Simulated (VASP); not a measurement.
Input of a VASP 6.6.1 run:

Contents of INCAR:

```
SYSTEM = InAs
  ALGO = Fast
  EDIFF = 1E-6
  EDIFFG = -0.003
  ENCUT = 600
  GGA = PE
  IBRION = 2
  ISIF = 3
  ISMEAR = 0
  LASPH = .True.
  LCHARG = .False.
  LREAL = .False.
  LWAVE = .False.
  NELM = 60
  NSW = 80
  PREC = Accurate
  PSTRESS = 200.0
  SIGMA = 0.1
```

File KPOINTS:

```
k-points
0
Gamma
  16 16 16
  0 0 0
```

File POSCAR:

```
InAs
1.0
   -2.6000000000      2.6000000000      1.3750000000
    2.6000000000     -2.6000000000      1.3750000000
    2.6000000000      2.6000000000     -1.3750000000
In As
1 1
Direct
    0.0000000000      0.0000000000      0.0000000000
    0.7500000000      0.2500000000      0.5000000000
```

Potentials or basis: VASP PAW PBE potentials, release 64 (In_d, As).

The run is started by

```console
$ cat potpaw_PBE.64/In_d/POTCAR potpaw_PBE.64/As/POTCAR > POTCAR
$ mpirun -np 1 vasp_std > vasp.out
```

**Question.** Predict the band gap on the k mesh.

**Answer.** None (metal or under the smearing width).

**Question.** Estimate the relaxed volume.

**Answer.** 19.03 Å³/atom.

**Question.** Estimate the space group after relaxing (to 0.05 Å).

**Answer.** I-4m2 (No. 119).

**Question.** What does it give for the relaxed cell?

**Answer.** a = 3.930 Å, b = 3.930 Å, c = 3.930 Å, α = 97.45°, β = 97.45°, γ = 137.78°.

Step by step:
| step | energy change (eV) | largest force (eV/Å) | pressure (GPa) | volume (Å³) |
| --- | --- | --- | --- | --- |
| 1 | 0.0000 | 0.0000 | 23.69 | 37.18 |
| 2 | -0.2896 | 0.0000 | 15.21 | 39.52 |
| 3 | -0.1527 | 0.0000 | 19.08 | 38.27 |
| 4 | -0.1307 | 0.0000 | 20.00 | 38.05 |
| 5 | -0.1286 | 0.0000 | 20.14 | 38.04 |
| 6 | -0.1292 | 0.0000 | 20.11 | 38.04 |
| 7 | -0.1368 | 0.0000 | 19.86 | 38.10 |
| 8 | -0.1324 | 0.0000 | 20.01 | 38.07 |

Caveat: the cell is relaxed towards a set pressure, so the enthalpy falls and the energy may rise.
